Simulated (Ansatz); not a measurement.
## Calculation log, MgTe (F-43m) (phonons)

Computed with r²SCAN, PAW on Ansatz 0.2.0's default frozen-core files (fitted under PBE), scalar-relativistic; not a measurement.

Cell and atoms were relaxed beforehand by PAW with this functional.

The structure is one entry of a database and needn't be the stable phase.

Command:

```sh
ansatz run input.yaml --threads 2 --pin off --max-ram 5120MiB --backend cpu --events-out ev --progress --plain --runs-dir out
```

input.yaml:

```yaml
crystal:
  lattice:
    - [0.0, 3.2319988239, 3.2319988239]
    - [3.2319988239, 0.0, 3.2319988239]
    - [3.2319988239, 3.2319988239, 0.0]
  atoms:
    - { symbol: Mg, position: [0.0, 0.0, 0.0] }
    - { symbol: Te, position: [0.25, 0.25, 0.25] }
kpoints:
  mp_grid: { grid: [6, 6, 6] }
scf:
  occupations: { method: fixed }
hamiltonian:
  xc: r2scan
  pseudopotentials: { kind: paw }
phonons:
  method: dfpt
  dielectric: true
  rigid_motions: translations
```

Output:

```
Warning: RAYON_NUM_THREADS=2 ignored (pool sized by the plan → 2); use --threads N
Engine: ansatz 0.2.0, x86_64-unknown-linux-gnu
Pseudopotentials: kind: paw
Pseudopotential: Mg, paw, valence charge 10, recommended cutoff 500 eV (meta_gga), Mg.paw.azcp
Pseudopotential: Te, paw, valence charge 16, recommended cutoff 500 eV (meta_gga), Te.paw.azcp
Functional definition: r2SCAN
  parameter k0 = 0.174
  parameter k1 = 0.065
  parameter a1 = 4.9479
  exchange = r2scan_x(k0 = k0, k1 = k1, a1 = a1)
  correlation = r2scan_c
Crystal: 2 atoms, lattice volume = 67.522 Å³
Basis set: ecut = 500 eV, 1687 PW (Γ), exchange–correlation on 180×180×180 points (125 copies of the dense FFT grid, shifted against one another)
Bands: 17, of which v1, the nominal top of the filled ones, is band 13 counted from 1 (12 counted from 0)
Symmetry: 24 space group operations
k-points: 46 of 216 (irreducible under 4 space group operations, time reversal used)
Non-local potential: Mg, projectors of the file, l = 0: 3, l = 1: 2, l = 2: 1
Non-local potential: Te, projectors of the file, l = 0: 2, l = 1: 2, l = 2: 2, l = 3: 2
PAW form: soft (Blöchl's): semilocal exchange-correlation on the pseudo side does not see the compensation charge
PAW frozen core: Mg, regenerated for the run's functional (the file was generated under x = pbe(κ = 0.804, μ = 0.2195149727645171), c = pbe(β = 0.06672455060314922))
PAW frozen core: Te, regenerated for the run's functional (the file was generated under x = pbe(κ = 0.804, μ = 0.2195149727645171), c = pbe(β = 0.06672455060314922))
PAW one-centre angular grid: Mg, 302 points (default); XC on 224 Gauss nodes
PAW one-centre angular grid: Te, 590 points (default); XC on 160 Gauss nodes
Initial density: superposition of atomic densities (neutral atoms: chi_scale 0, normalization atom), corrected by the library's trained network
Initial wavefunctions: pseudopotential atomic-orbital guess
Functional: x = r2scan, c = r2scan; τ floored in thin density (d = 2e-4 eV/Å³)
SCF iter   1: F=—  HF=-8923.328366 eV  |F-HF|=—  |Δ(HF+E_count)|=         —  Δρ=4.58e-3  dr2=6.67e-3  dr2_τ=1.67e-3  ethr=1.77e-3  ⟨swp⟩=5.0  Hψ=3830  notcnv=0  defer=86
preconditioner: auto → none  [insulator: Δε(μ)=3.052 eV  Ē_g=9.788 eV  n_scr=14 (ndim 8)  ℏωp=12.8 eV  f_vac=0.114  ε∞_Penn≈2.7]
SCF iter   2: F=—  HF=-8923.348836 eV  |F-HF|=—  |Δ(HF+E_count)|=   2.05e-2  Δρ=1.74e-3  dr2=1.88e-3  dr2_τ=3.20e-5  ethr=2.57e-5  ⟨swp⟩=3.0  Hψ=1924  notcnv=0  defer=86
SCF iter   3: F=—  HF=-8923.349182 eV  |F-HF|=—  |Δ(HF+E_count)|=   3.46e-4  Δρ=4.06e-4  dr2=1.12e-4  dr2_τ=3.19e-6  ethr=7.23e-6  ⟨swp⟩=2.3  Hψ=1138  notcnv=0  defer=86
SCF iter   4: F=—  HF=-8923.349171 eV  |F-HF|=—  |Δ(HF+E_count)|=   1.12e-5  Δρ=1.28e-4  dr2=4.64e-6  dr2_τ=1.62e-7  ethr=4.32e-7  ⟨swp⟩=2.4  Hψ=1354  notcnv=0  defer=86
SCF iter   5: F=—  HF=-8923.349173 eV  |F-HF|=—  |Δ(HF+E_count)|=   2.14e-6  Δρ=2.37e-5  dr2=2.91e-7  dr2_τ=6.46e-9  ethr=1.78e-8  ⟨swp⟩=2.5  Hψ=1272  notcnv=0  defer=2
SCF iter   6: F=—  HF=-8923.349174 eV  |F-HF|=—  |Δ(HF+E_count)|=   9.63e-7  Δρ=3.79e-6  dr2=1.53e-8  dr2_τ=1.02e-10  ethr=1.12e-9  ⟨swp⟩=2.0  Hψ=1195  notcnv=0
[... 5 lines left out ...]
── the response to a field inside a basis, on 6×6×6 k-points: an SCF that follows is theirs, and a resumed run solves both again ──
Bands: 14, of which v1, the nominal top of the filled ones, is band 13 counted from 1 (12 counted from 0)
k-points: 28 of 216 (irreducible under 6 space group operations, time reversal used)
Initial density: handed on by an earlier stage of this run
Initial wavefunctions: pseudopotential atomic-orbital guess (no wavefunctions were taken with the density)
Eigensolver: Dense (28 Hₖ)
SCF iter   1: F=—  HF=-8923.347712 eV  |F-HF|=—  |Δ(HF+E_count)|=         —  Δρ=9.77e-5  dr2=2.26e-6  dr2_τ=2.64e-6  ethr=1.00e-1
preconditioner: auto → none  [insulator: Δε(μ)=3.438 eV  Ē_g=7.996 eV  n_scr=14 (ndim 8)  ℏωp=12.8 eV  f_vac=0.113  ε∞_Penn≈3.6]
SCF iter   2: F=—  HF=-8923.347715 eV  |F-HF|=—  |Δ(HF+E_count)|=   3.70e-6  Δρ=4.83e-5  dr2=4.00e-7  dr2_τ=8.28e-8  ethr=8.69e-9
SCF iter   3: F=-8923.347716 eV  HF=-8923.347716 eV  |F-HF|=3.71e-8  |Δ(HF+E_count)|=   8.54e-7  Δρ=9.91e-6  dr2=1.55e-8  dr2_τ=3.57e-9  ethr=1.54e-9
SCF 1 converged in 3 iterations: F = -8923.347716 eV  dr2 = 1.55e-8
DFPT response loops at Γ: mixed as the last ones told, above
WARN: field response: ε∞ stands inside a basis, on 6×6×6 points; the force constants stand on the 6×6×6 k-mesh, whose period is 13.08 times the interband length at k = (0.0000, 0.0000, 0.0000), direct gap 3.109 eV, under 14: take ...
SCF converged after 7 iterations
Free energy (F): -8923.349174 eV
Harris-Foulkes:  -8923.349174 eV  (|F-HF|=2.00e-11)
Internal energy: -8923.349174 eV  (E = F + TS)
E sigma→0 (E₀):  -8923.349174 eV
Fermi energy:    4.046369 eV
--- Per-component energies (eV) ---
  E_band       = -695.412895
  E_kinetic    = 255.724088
  E_local      = -3311.972096  (includes V_loc(G=0)·N_el)
  E_nonlocal   = -213.931250
  E_hartree    = 1576.665388
  E_xc         = -142.407394
  E_vxc        = -150.961457  (∫ρ·V_xc dr)
  E_paw        = -4983.842290  (= ΣΔE_a)
  E_vpaw       = -436.920346  (= ΣTr[D̂ρ^β])
  E_aug_tail   = -0.000040  (compensation charges beyond the density's cutoff)
  E_vtau       = 9.317428  (kinetic-family band-sum trace: ∫τ·v_τ [+ j·A + Jᵃ·Aᵃ] dr)
  E_ewald      = -2103.844226
  E_core_change = 0.258647  (= ΣΔE_core)
  E_smearing   = -0.000000  (= −TS)
  E_closure    = -0.000000  (closes the sum)
  Σ components = -8923.349174   (vs F -8923.349174, Δ=0.00e0)
  k mesh reduced under 4 symmetry operations, with k and −k counted as one. Each operation leaves every solved perturbation unchanged. A smaller set is not considered because the functional reads the kinetic-energy density
  ASR residual: 1.329e-3 → 0.000e0 eV/Å²; symmetrization residual: 1.495e-6 eV/Å²
  ASR residual per site (eV/Å²): 2.34e-4 1.33e-3
  Γ frequencies (cm⁻¹): 0.00 0.00 0.00 238.31 238.31 238.31
  ε∞ (high-frequency dielectric tensor):
        4.956200     0.000000     0.000000
        0.000000     4.956200     0.000000
        0.000000     0.000000     4.956200
  ε⁰ (static dielectric tensor: ions relaxed, cell fixed):
        7.262177     0.000000     0.000000
        0.000000     7.262177     0.000000
        0.000000     0.000000     7.262177
  ε⁰ − ε∞ (ionic part):
        2.305977    -0.000000     0.000000
       -0.000000     2.305977     0.000000
        0.000000     0.000000     2.305977
  softest optical mode at Γ: 238.31 cm⁻¹; the repairs (sum rule, projections) moved no ω² at Γ by more than (1.71 cm⁻¹)²
  Born effective charges Z* (e; rows j = field, columns β = displacement):
    site 0:
         1.91546    0.00000    0.00000
        -0.00000    1.91546    0.00000
         0.00000    0.00000    1.91546
    site 1:
        -1.91546   -0.00000   -0.00000
         0.00000   -1.91546   -0.00000
        -0.00000   -0.00000   -1.91546
  Z* charge neutrality: 8.069e-4 e pre-enforcement
  solved inside a basis spanned on kpoints, on 6×6×6 k-points, its susceptibility summed on 10×10×10: ε∞ is read to err by 1.3e-2, Z* by 1.7e-2 e (field_mesh: kpoints solves on kpoints); Z* is corrected for what the basis lacks
  optical modes at Γ without the LO–TO term, one row a degenerate level:
      ω (cm⁻¹)  modes    IR ((D/Å)²/amu)
        238.31      3            12.4382
  optical modes at Γ + LO–TO along q̂ = [1.0000, 0.0000, 0.0000]:
      ω (cm⁻¹)  modes    IR ((D/Å)²/amu)
        238.31      2             8.2921
        288.47      1             4.1461
  optical modes at Γ + LO–TO along q̂ = [0.0000, 1.0000, 0.0000]:
      ω (cm⁻¹)  modes    IR ((D/Å)²/amu)
        238.31      2             8.2921
        288.47      1             4.1461
  optical modes at Γ + LO–TO along q̂ = [0.0000, 0.0000, 1.0000]:
      ω (cm⁻¹)  modes    IR ((D/Å)²/amu)
        238.31      2             8.2921
        288.47      1             4.1461
```

Self-consistency was reached.

**Field response**

Linear response of an insulating crystal by Kohn-Sham DFT to a field and to zone-centre displacements, local fields included; Born charges neutralised; LO modes for wave vectors along x and z; Cartesian axes as in the input.

```
Dielectric electronic (x, y, z)   : 4.956, 4.956, 4.956
Dielectric static (x, y, z)       : 7.262, 7.262, 7.262
Highest phonon with field along x : 288.5 cm⁻¹
Highest phonon with field along z : 288.5 cm⁻¹
Highest phonon without field      : 238.3 cm⁻¹
```

| atom | born charge xx (e) | born charge yy (e) | born charge zz (e) |
| --- | --- | --- | --- |
| Mg1 | 1.915 | 1.915 | 1.915 |
| Te2 | -1.915 | -1.915 | -1.915 |

### Zone-centre phonons

Harmonic phonons of a crystal by Kohn-Sham DFT at the given cell, standard atomic masses, acoustic sum rule imposed; negative wavenumbers are unstable modes; optical zone-centre levels upwards with Mulliken labels, activity, and the element with most of the kinetic energy.

| Quantity | Value |
| --- | --- |
| Point group | -43m |

```csv
number,phonon wavenumber (cm⁻¹),label,infrared,raman,lead element
1,238.3,T2,yes,yes,Mg
```

Caveats: frozen-core PAW files fitted under PBE, their cores solved anew for the functional of the run; zone-boundary modes aren't tested; this zinc-blende form is metastable at ambient conditions; field response not resolved by the mesh; no LO-TO term at the zone centre.

Cost: 56 s on 2 threads of Intel(R) Xeon(R) 6975P-C (Granite Rapids) (shared host), peak memory 1.8 GiB.
